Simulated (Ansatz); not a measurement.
MnSn2:

```
CELL_PARAMETERS angstrom
-3.32950 3.32950 2.72350
3.32950 -3.32950 2.72350
3.32950 3.32950 -2.72350
ATOMIC_POSITIONS crystal
Sn 0.83770 0.66230 0.50000
Sn 0.33770 0.83770 0.17540
Sn 0.16230 0.33770 0.50000
Sn 0.66230 0.16230 0.82460
Mn 0.75000 0.75000 0.00000
Mn 0.25000 0.25000 0.00000
```

- Program: Ansatz 0.2.0
- Task: single point
- Functional: PBEsol
- Potentials or basis: Ansatz PAW
- Cutoff: 420 eV (not typed: the program's choice for these potentials)
- k mesh: 6 × 6 × 6
- Occupations: fermi-dirac, width 0.05 eV
- Spin: collinear spin, ferromagnetic start
- Starting moments: [0.0, 0.0, 0.0, 0.0, 4.0, 4.0] μB

On this cell: pressure -5.5 GPa; largest force 0.212 eV/Å; net moment 4.47 μB per cell; site moments Sn -0.08; Mn +2.48 μB; band gap on the k mesh none (metal or under the smearing width).

The same run follows on a disturbed copy (atoms moved at random, drawn with an rms of 0.05 Å):

```
CELL_PARAMETERS angstrom
-3.32950 3.32950 2.72350
3.32950 -3.32950 2.72350
3.32950 3.32950 -2.72350
ATOMIC_POSITIONS crystal
Sn 0.84514 0.66686 0.50618
Sn 0.33182 0.83748 0.16791
Sn 0.15203 0.33260 0.48865
Sn 0.66424 0.16298 0.83256
Mn 0.75514 0.75779 0.00017
Mn 0.23659 0.24047 0.00345
```

Task: What does the disturbed cell give?

Result: The energy (extrapolated to zero smearing) moves by +8.5 meV/atom; pressure -5.1 GPa; largest force 0.546 eV/Å; net moment 4.45 μB per cell; site moments Sn -0.08, -0.07; Mn +2.44, +2.43 μB; band gap on the k mesh none (metal or under the smearing width).

Forces on the atoms (eV/Å):
```
Sn   0.100 -0.425 -0.098
Sn  -0.130  0.190 -0.071
Sn   0.089  0.538  0.034
Sn   0.125 -0.228  0.051
Mn  -0.063 -0.015 -0.408
Mn  -0.121 -0.060  0.493
```

Stress tensor (GPa, compression positive):
```
-5.18  0.01 -0.01
 0.01 -5.18 -0.06
-0.01 -0.06 -4.92
```

Caveats: the PAW data sets come from PBE, with cores solved anew for the run's functional, which leaves a small shift of forces and pressure.
